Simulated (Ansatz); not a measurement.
**Property card for WS₂**

Theory: Ansatz, DFT r2SCAN, scalar-relativistic, plane waves, PAW.

Plane waves to 500 eV, a k mesh through Γ of 12×12×12 on the computed 3-atom cell and Gaussian smearing (0.02 eV); no spin polarisation.

The structure is relaxed at this level of theory with its symmetry kept. This form isn't the usual stable structure of the compound.

```cif
data_structure
_symmetry_space_group_name_H-M 'P 1'
_symmetry_Int_Tables_number 1
_cell_length_a 6.8007
_cell_length_b 6.8007
_cell_length_c 6.8007
_cell_angle_alpha 27.061
_cell_angle_beta 27.061
_cell_angle_gamma 27.061
_cell_volume 57.43
loop_
_atom_site_label
_atom_site_type_symbol
_atom_site_fract_x
_atom_site_fract_y
_atom_site_fract_z
_atom_site_occupancy
W1 W 0.00067 0.00067 0.00067 1
S1 S 0.25464 0.25464 0.25464 1
S2 S 0.41338 0.41338 0.41338 1
```

```json
{
  "Space group": "R3m (No. 160)",
  "Volume per atom": "19.14 Å³",
  "Formation energy from the elements' standard states (uncorrected)": "-0.906 eV/atom",
  "Generalised Kohn–Sham band gap": "1.37 eV, indirect from T to (0.167, 0.500, -0.167) (the valley at S0 lies within 0.03 eV, so the order isn't resolved)",
  "Löwdin character of the top 1 eV of the valence band": "W 5d 68 %, S 3p 27 %",
  "Löwdin character of the lowest 1 eV of the conduction band": "W 5d 63 %, S 3p 31 %",
  "Electron masses at the edge by Cartesian direction of the computed cell, whose vectors are (1.591, 0.919, 6.548), (-1.591, 0.919, 6.548), (0.000, -1.837, 6.548) Å (m_e; degenerate bands sorted by energy; no spin-orbit coupling)": "x: 0.30; y: 0.29; z: over 30",
  "Hole masses at the edge by Cartesian direction of the computed cell, whose vectors are (1.591, 0.919, 6.548), (-1.591, 0.919, 6.548), (0.000, -1.837, 6.548) Å (m_e; degenerate bands sorted by energy; no spin-orbit coupling)": "x: 0.81; y: 0.81; z: 0.69",
  "Bader charges (e)": "W (1 in the cell) 1.46, S (1 in the cell) -0.73, S (1 in the cell) -0.73"
}
```

Spin-orbit coupling is left out, which matters for the bands of heavy elements. Each cell of WS2 holds layers, and where no dispersion correction was added their binding is poorly described.